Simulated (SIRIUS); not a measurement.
# Rh (Fm-3m) in SIRIUS: notebook

The runs below take Rh through equation of state, with PBE, PBE+D3, PBE+D3(BJ), PBE+D4.

All numbers are computed with SIRIUS 7.12.0; they aren't measurements. Logs are shortened: lines on timing, memory, paths and dates and some standing lists are left out, and cuts for length are marked. The log counts tension as positive stress, the text compression.

**Experimental background.**

“Thermal equation of state of rhodium characterized by XRD in a resistively heated diamond anvil cell”, 2024, pmc:11535440 quotes, for a bulk crystal of Rh: bulk modulus 264 ± 1 GPa.

The results are compared with them further down.

### 1 The crystal as given

It takes space group Fm-3m (No. 225, cubic). The conventional cell has a = 3.796 Å, b = 3.796 Å, c = 3.796 Å, α = 90.00°, β = 90.00°, γ = 90.00°. Rh (site symmetry m-3m) has 12 Rh at 2.68 Å as nearest neighbours.

### 2 Equation of state, PBE

File run.py:

```python
import json, subprocess
import numpy as np
from ase.io import read
from ase.units import Bohr, Hartree
from ase.calculators.calculator import Calculator, all_changes, SCFError
from ase.eos import EquationOfState
from ase.units import GPa

class Sirius(Calculator):
    """Writes sirius.json, runs sirius.scf and reads output.json. Species files lie in the folder."""
    implemented_properties = ["energy", "free_energy", "forces", "magmom", "magmoms"]

    def __init__(self, settings, start):
        super().__init__()
        self.settings, self.start, self.warm = settings, start, False

    def run(self, atoms, settings, task):
        symbols = atoms.get_chemical_symbols()
        types = sorted(set(symbols))
        spin = settings["parameters"]["num_mag_dims"] > 0
        rows = {t: [] for t in types}
        for s, x, m in zip(symbols, atoms.get_scaled_positions(wrap=False), atoms.get_initial_magnetic_moments()):
            rows[s].append(list(x) + ([0, 0, m] if spin else []))
        cell = dict(lattice_vectors=(atoms.cell[:] / Bohr).tolist(), atom_types=types,
                    atom_files={t: t + ".json" for t in types}, atoms=rows)
        with open("sirius.json", "w") as f:
            json.dump(dict(settings, unit_cell=cell), f, indent=1)
        with open("sirius.log", "a") as log:
            subprocess.run(["sirius.scf", "--input=sirius.json", "--output=output.json", f"--task={task}"],
                           stdout=log, stderr=log, check=True)
        with open("output.json") as f:
            return json.load(f)["ground_state"], np.argsort(np.argsort(symbols, kind="stable"))

    def calculate(self, atoms=None, properties=["energy"], system_changes=all_changes):
        super().calculate(atoms, properties, system_changes)
        if not self.warm or "cell" in system_changes:
            loose = dict(self.settings, parameters={**self.settings["parameters"], **self.start})
            self.run(atoms, loose, task=0)  # loose LDA density as the start
            self.warm = True
        gs, order = self.run(atoms, self.settings, task=1)
        if not gs["converged"]:
            raise SCFError("SIRIUS did not converge")
        e = gs["energy"]
        free = e["free"] * Hartree  # E - TS, whose slope the forces are
        self.results = dict(energy=free, free_energy=free,
                            forces=np.array(gs["forces"])[order] * Hartree / Bohr)
        if "magnetisation" in gs:
            self.results["magmom"] = gs["magnetisation"]["total"][2]
            self.results["magmoms"] = np.array(gs["magnetisation"]["atoms"])[order, 2]
        self.gap, self.fermi = gs["band_gap"] * Hartree, gs["efermi"] * Hartree

settings = {'control': {'processing_unit': 'cpu',
             'std_evp_solver_name': 'lapack',
             'gen_evp_solver_name': 'lapack',
             'verbosity': 1,
             'print_forces': True,
             'ortho_rf': True,
             'use_second_variation': True,
             'rmt_max': 3.0},
 'parameters': {'electronic_structure_method': 'full_potential_lapwlo',
                'xc_functionals': ['XC_GGA_X_PBE', 'XC_GGA_C_PBE'],
                'core_relativity': 'dirac',
                'valence_relativity': 'iora',
                'num_fv_states': 17,
                'smearing': 'fermi_dirac',
                'smearing_width': 0.0018374661,
                'pw_cutoff': 20,
                'gk_cutoff': 3.61,
                'lmax_apw': 10,
                'lmax_rho': 8,
                'lmax_pot': 8,
                'num_mag_dims': 0,
                'auto_rmt': 0,
                'ngridk': [12, 12, 12],
                'shiftk': [0, 0, 0],
                'num_dft_iter': 80,
                'energy_tol': 1e-07,
                'density_tol': 1e-05,
                'use_symmetry': True},
 'settings': {'tol_ne': 1e-10},
 'iterative_solver': {'type': 'exact'},
 'mixer': {'type': 'anderson', 'beta': 0.5, 'max_history': 8}}
start = {'xc_functionals': ['XC_LDA_X', 'XC_LDA_C_PW'],
 'ngridk': [5, 5, 5],
 'gk_cutoff': 2.89,
 'smearing': 'fermi_dirac',
 'smearing_width': 0.0055,
 'energy_tol': 0.01,
 'density_tol': 0.05,
 'num_dft_iter': 30}

atoms = read("POSCAR")
sirius = Sirius(settings, start)
atoms.calc = sirius

cell = atoms.cell.copy()
volumes, energies = [], []
for x in [0.94, 0.96, 0.98, 1.0, 1.02, 1.04, 1.06]:
    atoms.set_cell(cell * x ** (1 / 3), scale_atoms=True)
    volumes.append(atoms.get_volume() / len(atoms))
    energies.append(atoms.get_potential_energy() / len(atoms))
    print(f"{volumes[-1]:10.4f} A^3/atom {energies[-1]:16.6f} eV/atom")
eos = EquationOfState(volumes, energies, eos="birchmurnaghan")
v0, e0, b0 = eos.fit()
print(f"V0 {v0:.4f} A^3/atom, B0 {b0 / GPa:.2f} GPa, B0' {eos.eos_parameters[2]:.2f}")
result = dict(volumes=volumes, energies=energies)
result.update(gap=sirius.gap, fermi=sirius.fermi, **{k: np.array(v).tolist() for k, v in sirius.results.items() if "mag" in k})
with open("result.json", "w") as f:
    json.dump(result, f)
```

File POSCAR:

```
Rh
1.0
    0.0000000000      1.8978500000      1.8978500000
    1.8978500000      0.0000000000      1.8978500000
    1.8978500000      1.8978500000      0.0000000000
Rh
1
Direct
    0.0000000000      0.0000000000      0.0000000000
```

Potentials or basis: all-electron FP-LAPW, apw+lo standard.

On the command line:

```
$ OMP_NUM_THREADS=1 python run.py
```

The log of the run:

```text
12.8512 A^3/atom   -130213.748972 eV/atom
   13.1246 A^3/atom   -130213.790335 eV/atom
   13.3981 A^3/atom   -130213.818522 eV/atom
   13.6715 A^3/atom   -130213.835254 eV/atom
   13.9449 A^3/atom   -130213.842029 eV/atom
   14.2183 A^3/atom   -130213.840274 eV/atom
   14.4918 A^3/atom   -130213.830450 eV/atom
V0 14.0155 A^3/atom, B0 254.32 GPa, B0' 5.79
```

sirius.log (last run):

```text
[info] SIRIUS version : 7.12.0
[info] number of MPI ranks           : 1
[info] MPI grid                      : 1 1
[info] maximum number of OMP threads : 1
[fft] FFT context for density and potential
[fft] =====================================
[fft]   plane wave cutoff                     : 20
[fft]   grid size                             : 36 36 36   total : 46656
[fft]   grid limits                           : -17 18   -17 18   -17 18
[fft]   number of G-vectors within the cutoff : 13323
[fft]   number of G-shells                    : 391
[fft] FFT context for coarse grid
[fft] =====================================
[fft]   plane wave cutoff                     : 7.22
[fft]   grid size                             : 15 15 15   total : 3375
[fft]   grid limits                           : -7 7   -7 7   -7 7
[fft]   number of G-vectors within the cutoff : 609
[fft]   number of G-shells                    : 30
[unit cell] lattice vectors
[unit cell]   a1 :       0.0000000000      3.6567564823      3.6567564823
[unit cell]   a2 :       3.6567564823      0.0000000000      3.6567564823
[unit cell]   a3 :       3.6567564823      3.6567564823      0.0000000000
[unit cell] reciprocal lattice vectors
[unit cell]   b1 :      -0.8591200067      0.8591200067      0.8591200067
[unit cell]   b2 :       0.8591200067     -0.8591200067      0.8591200067
[unit cell]   b3 :       0.8591200067      0.8591200067     -0.8591200067
[unit cell] unit cell volume :        97.79532977 [a.u.^3]
[unit cell] 1/sqrt(omega)    :         0.10112090
[unit cell] MT volume        :        60.84965053 (62.22%)
[unit cell] IT volume        :        36.94567924 (37.78%)
[unit cell] number of atom types : 1
[unit cell] type id : 0 symbol : Rh mt_radius :   2.440000 num_atoms : 1
[unit cell] total number of atoms : 1
[unit cell] number of symmetry classes : 1
[unit cell] minimum bond length:     5.171435
[sym] space group number   : 225
[sym] international symbol : Fm-3m
[sym] Hall symbol          : -F 4 2 3
[sym] space group transformation matrix :
[sym]   0.0000  0.5000  0.5000
[sym]   0.5000  0.0000  0.5000
[sym]   0.5000  0.5000  0.0000
[sym] space group origin shift :
[sym]   0.0000  0.0000  0.0000
[sym] number of space group operations  : 48
[sym] number of magnetic group operations : 48
[sym] metric tensor error: 0.0000e+00
[sym] rotation matrix error: 0.0000e+00
[atom type] label          : Rh
[atom type] --------------------------------------------------------------------------------
[... 99 lines left out ...]
[info] ==============
[info] 1) XC_GGA_X_PBE : Perdew, Burke & Ernzerhof
[info] 2) XC_GGA_C_PBE : Perdew, Burke & Ernzerhof
+--------------------------+
| restart SCF ground state |
+--------------------------+
[print_info] total number of k-points : 72
[print_info] --------------------------------------------------------------------------------
[print_info]   ik                vk                    weight  num_gkvec   gklo_basis_size
[print_info] --------------------------------------------------------------------------------
[print_info]    0   0.0000   0.0000   0.0000         0.000579         65               110
[print_info]    1   0.0833   0.0000   0.0000         0.004630         65               110
[print_info]    2   0.1667   0.0000   0.0000         0.004630         71               116
[print_info]    3   0.2500   0.0000   0.0000         0.004630         74               119
[print_info]    4   0.3333   0.0000   0.0000         0.004630         74               119
[print_info]    5   0.4167   0.0000   0.0000         0.004630         74               119
[... 64 lines left out ...]
[print_info]   70  -0.3333   0.5000   0.1667         0.006944         80               125
[print_info]   71  -0.2500   0.5000   0.2500         0.003472         84               129
[find] density tolerance         : 1e-05
[find] total energy tolerance    : 1e-07
[find] iter_solver_tol (initial) : 0.01
[find] iter_solver_tol (target)  : 1e-13
[find] num_dft_iter              : 80
Charges and magnetic moments
atom      charge    core leakage
   0   43.574688    0.000000e+00

total core leakage    : 0.00000000e+00
interstitial charge   : 1.425310
total charge          : 44.999998
[find] Charges and magnetic moments
[find] --------------------------------------------------------------------------------
[find] atom      charge    core leakage
[find] --------------------------------------------------------------------------------
[find]    0   43.589722    4.965933e-08
[find] total core leakage    : 4.96593341e-08
[find] interstitial charge   : 1.410276
[find] total charge          : 44.999998
[find] Energy
[find] --------------------------------------------------------------------------------
[find] valence_eval_sum               :     -11.18023195
[find] core_eval_sum                  :   -2845.84490194
[find] kinetic energy                 :    4983.53269216
[find] enuc                           :   -5801.58297872
[find] <rho|V^{XC}>                   :    -181.18347908
[find] <rho|E^{XC}>                   :    -138.92016647
[find] <mag|B^{XC}>                   :       0.00000000
[... 28 lines left out ...]
[find] valence_eval_sum               :     -10.55424587
[find] core_eval_sum                  :   -2844.35939817
[find] kinetic energy                 :    4987.62866519
[find] enuc                           :   -5803.28844869
[find] <rho|V^{XC}>                   :    -181.20983957
[find] <rho|E^{XC}>                   :    -138.94370773
[find] <mag|B^{XC}>                   :       0.00000000
[find] <rho|V^{H}>                    :   -7661.33246967
[find] smearing (-TS)                 :      -0.00034858
[find] SCF correction                 :       0.00002874
[find] Total energy                   :   -4785.26969733 (Ha),   -9570.53939465 (Ry)
[find] Free energy (E-TS)             :   -4785.27004590 (Ha),   -9570.54009181 (Ry)
[find] band gap (eV)                  :       0.00000000
[find] Efermi                         :       0.37992035
[find] iteration : 6, RMS (target) : 4.4843e-06 (1.0000e-05) , energy difference (target) : -3.3860e-09 (1.0000e-07)
[find] converged after 7 SCF iterations!
[find] Charges and magnetic moments
[find] --------------------------------------------------------------------------------
[find] atom      charge    core leakage
[find] --------------------------------------------------------------------------------
[find]    0   43.593628    5.012595e-08
[find] total core leakage    : 5.01259496e-08
[find] interstitial charge   : 1.406370
[find] total charge          : 44.999998
[find] Energy
[find] --------------------------------------------------------------------------------
[find] valence_eval_sum               :     -10.55424587
[find] core_eval_sum                  :   -2844.35939817
[find] kinetic energy                 :    4987.62866519
[find] enuc                           :   -5803.28844869
[find] <rho|V^{XC}>                   :    -181.20983957
[find] <rho|E^{XC}>                   :    -138.94370773
[find] <mag|B^{XC}>                   :       0.00000000
[find] <rho|V^{H}>                    :   -7661.33246967
[find] smearing (-TS)                 :      -0.00034858
[find] SCF correction                 :       0.00002874
[find] Total energy                   :   -4785.26969733 (Ha),   -9570.53939465 (Ry)
[find] Free energy (E-TS)             :   -4785.27004590 (Ha),   -9570.54009181 (Ry)
[find] band gap (eV)                  :       0.00000000
[find] Efermi                         :       0.37992035
[ground_state]
[ground_state] ==== total Forces in Ha/bohr =====
[ground_state] atom:    0, force:       0.0000000      0.0000000      0.0000000
```

Rh.json:

```text
{
  "name": "rhodium",
  "symbol": "Rh",
  "number": 45,
  "mass": 102.9055,
  "rmin": 1e-06,
  "rmt": 2.44,
  "nrmt": 800,
  "rinf": 15.89,
  "core": "1s2s2p3s3p3d",
  "valence": [
    {"basis": [{"enu": 0.2, "dme": 0, "n": 0, "auto": 0}, {"enu": 0.2, "dme": 1, "n": 0, "auto": 0}]},
    {"l": 0, "n": 1, "basis": [{"enu": 0.3, "dme": 0, "n": 0, "auto": 0}]},
    {"l": 1, "n": 2, "basis": [{"enu": 0.3, "dme": 0, "n": 0, "auto": 0}]},
    {"l": 2, "n": 3, "basis": [{"enu": 0.3, "dme": 0, "n": 0, "auto": 0}]},
    {"l": 3, "n": 4, "basis": [{"enu": 0.3, "dme": 0, "n": 0, "auto": 0}]}
  ],
  "lo": [
    {"l": 0, "basis": [{"enu": 0.3, "dme": 0, "n": 0, "auto": 0}, {"enu": 0.3, "dme": 1, "n": 0, "auto": 0}]},
    {
      "l": 0,
      "basis": [{"enu": -2.5564, "dme": 0, "n": 4, "auto": 1}, {"enu": -2.5564, "dme": 1, "n": 4, "auto": 1}]
    },
    {"l": 0, "basis": [{"enu": -2.5564, "dme": 1, "n": 4, "auto": 1}, {"enu": 0.3, "dme": 0, "n": 0, "auto": 0}]},
    {"l": 0, "basis": [{"enu": 0.3, "dme": 0, "n": 0, "auto": 0}, {"enu": 2.9874, "dme": 0, "n": 0, "auto": 0}]},
    {"l": 1, "basis": [{"enu": 0.3, "dme": 0, "n": 0, "auto": 0}, {"enu": 0.3, "dme": 1, "n": 0, "auto": 0}]},
    {
      "l": 1,
      "basis": [{"enu": -1.3862, "dme": 0, "n": 4, "auto": 1}, {"enu": -1.3862, "dme": 1, "n": 4, "auto": 1}]
    },
    {"l": 1, "basis": [{"enu": -1.3862, "dme": 1, "n": 4, "auto": 1}, {"enu": 0.3, "dme": 0, "n": 0, "auto": 0}]},
    {"l": 1, "basis": [{"enu": 0.3, "dme": 0, "n": 0, "auto": 0}, {"enu": 3.3906, "dme": 0, "n": 0, "auto": 0}]},
    {"l": 2, "basis": [{"enu": 0.3, "dme": 0, "n": 0, "auto": 0}, {"enu": 0.3, "dme": 1, "n": 0, "auto": 0}]},
    {"l": 2, "basis": [{"enu": 0.3, "dme": 1, "n": 0, "auto": 0}, {"enu": 0.3, "dme": 2, "n": 0, "auto": 0}]},
    {"l": 2, "basis": [{"enu": 0.3, "dme": 0, "n": 0, "auto": 0}, {"enu": 2.9203, "dme": 0, "n": 0, "auto": 0}]},
    {"l": 3, "basis": [{"enu": 0.3, "dme": 0, "n": 0, "auto": 0}, {"enu": 0.3, "dme": 1, "n": 0, "auto": 0}]},
    {"l": 3, "basis": [{"enu": 0.3, "dme": 0, "n": 0, "auto": 0}, {"enu": 3.2226, "dme": 0, "n": 0, "auto": 0}]}
  ],
  "free_atom": [... radial grid and density of the free atom, the start of the SCF ...]
}
```

It took 2.4 min on 1 thread of Intel Xeon Platinum 8559C (Emerald Rapids), shared host; peak memory 0.31 GiB.

Results:

- Equilibrium volume: 14.02 Å³/atom
- Bulk modulus: 254 GPa
- Pressure derivative of the bulk modulus: 5.9 (rough: it moves with the points fitted)

Energy against volume, from the lowest point:
| volume (Å³/atom) | energy (meV/atom) |
| --- | --- |
| 12.851 | 93.06 |
| 13.125 | 51.69 |
| 13.398 | 23.51 |
| 13.671 | 6.77 |
| 13.945 | 0.00 |
| 14.218 | 1.75 |
| 14.492 | 11.58 |

### 3 Equation of state, PBE+D3

run.py, as its differences from that of step 2:

```diff
@@ -7,2 +7,4 @@
 from ase.units import GPa
+from ase.calculators.mixing import SumCalculator
+from dftd3.ase import DFTD3
 
@@ -95,3 +97,4 @@
 sirius = Sirius(settings, start)
-atoms.calc = sirius
+dispersion = DFTD3(method="pbe", damping="d3zero")
+atoms.calc = SumCalculator([sirius, dispersion])
 
@@ -109,2 +112,3 @@
 result.update(gap=sirius.gap, fermi=sirius.fermi, **{k: np.array(v).tolist() for k, v in sirius.results.items() if "mag" in k})
+result['dispersion'] = dispersion.get_potential_energy(atoms)
 with open("result.json", "w") as f:
```

POSCAR is that of step 2.

Potentials or basis: all-electron FP-LAPW, apw+lo standard.

On the command line:

```
$ OMP_NUM_THREADS=1 python run.py
```

Run time: 2.4 min. Hardware: 1 thread of Intel Xeon Platinum 8559C (Emerald Rapids), shared host; peak memory 0.31 GiB.

The run converged. Its results:

```yaml
Equilibrium_volume: 13.60 Å³/atom
Bulk_modulus: 284 GPa
Pressure_derivative_of_the_bulk_modulus: "5.8 (rough: it moves with the points fitted)"
```

Energy against volume, from the lowest point:
```tsv
volume (Å³/atom)	energy (meV/atom)
12.851	41.13
13.125	15.50
13.398	2.34
13.671	0.00
13.945	7.04
14.218	22.08
14.492	44.68
```

### 4 Equation of state, PBE+D3(BJ)

run.py, as its differences from that of step 3:

```diff
@@ -97,3 +97,3 @@
 sirius = Sirius(settings, start)
-dispersion = DFTD3(method="pbe", damping="d3zero")
+dispersion = DFTD3(method="pbe", damping="d3bj")
 atoms.calc = SumCalculator([sirius, dispersion])
```

POSCAR is that of step 3.

On the command line:

```
$ OMP_NUM_THREADS=1 python run.py
```

It took 2.4 min on 1 thread of Intel Xeon Platinum 8559C (Emerald Rapids), shared host; peak memory 0.3 GiB.

The run converged. Its results:

```yaml
Equilibrium_volume: 13.62 Å³/atom
Bulk_modulus: 284 GPa
Pressure_derivative_of_the_bulk_modulus: "5.8 (rough: it moves with the points fitted)"
```

Energy against volume, from the lowest point:
```
volume (Å³/atom)  energy (meV/atom)
          12.851              43.01
          13.125              16.68
          13.398               2.90
          13.671               0.00
          13.945               6.51
          14.218              21.04
          14.492              43.15
```

[end of part 1 of 2]
